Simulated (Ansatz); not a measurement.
ZnS (F-43m) under pressure

```yaml
crystal:
  lattice:
    - [2.67777, 2.67777, 0.00000]
    - [-2.67777, 2.67777, 0.00000]
    - [0.00000, 2.67777, 2.67777]
  atoms:
    - { symbol: Zn, position: [0.75000, 0.25000, 0.50000] }
    - { symbol: S, position: [0.00000, 0.00000, 0.00000] }
```

This is the zero-pressure cell under PBEsol. Cell and atoms are relaxed by PAW (default files of Ansatz 0.2.0, cutoff 420 eV, stress met within about 0.05 GPa) at each pressure, in this structure whether or not another phase would take over; P is the pressure reached, less that of this cell. Levels come from PBEsol, all-electron LAPW in Ansatz 0.2.0, scalar-relativistic; k mesh 8×8×8, fixed occupations, basis error target 0.5 meV/atom. Conduction levels are in eV over the valence top (at Γ), at fixed fractional wave vectors. Zone-centre phonons come from finite displacements by PAW, without the LO-TO term.

```tsv
P (GPa)	V/V₀	Γ	X	L	T2 TO (cm⁻¹)
-2.00	1.0272	1.977	3.234	3.190	266.0
0.00	1.0000	2.091	3.172	3.239	279.0
1.99	0.9764	2.195	3.114	3.282	290.8
3.95	?	?	?	?	?
6.94	0.9284	2.418	2.985	3.368	316.6
9.92	0.9045	2.534	2.916	3.409	330.4
14.93	0.8705	2.709	2.809	3.467	351.3
```

**Question.** Fit the third-order Birch-Murnaghan equation to the rows shown.

**Answer.** With f = [(V₀/V)^(2/3) − 1]/2, the normalised pressure F = P/[3f(1 + 2f)^(5/2)] is 78.6 GPa at f = -0.0089, 79.6 GPa at f = 0.0080, 80.5 GPa at f = 0.0254, 80.9 GPa at f = 0.0346, 81.6 GPa at f = 0.0484. The line F = B₀[1 + (3/2)(B′ − 4)f] gives B₀ = 79.1 GPa and B′ = 4.4.

**Question.** What are the volume deformation potentials and pressure coefficients of these levels at zero pressure?

**Answer.** 

```csv
level,dE/dlnV (eV),dE/dP = −(dE/dlnV)/B₀ (meV/GPa),mean slope up to 2.0 GPa (meV/GPa)
Γ,-4.31,54.5,51.9
X,2.38,-30.0,-29.0
L,-1.81,22.9,21.4
```

dE/dlnV is the slope of a cubic fit in ln V at V₀. The last column is read from two rows and shows how the slope bends with pressure.

**Question.** What mode Grüneisen parameters follow?

**Answer.** γ = −d ln ω/d ln V at V₀ from a quadratic fit in ln V: T2 1.75.

**Question.** Fill the row at 3.95 GPa.

**Answer.** The fits give V/V₀ = 0.9558 and Γ = 2.288 eV. Computed: V/V₀ = 0.9558, Γ = 2.288, X = 3.061, L = 3.319, T2 TO (cm⁻¹) = 301.6.

Known limits: no other phase was computed; many crystals of this kind change structure within this range, and rows or crossings beyond such a change describe a metastable lattice; the frozen-core PAW files of the relaxations were fitted under PBE, their cores solved anew for this functional; semilocal gaps are low, and the spacing of valleys can be off by tenths of an eV; levels are read at fixed fractional k, so an edge that moves off these points is missed.
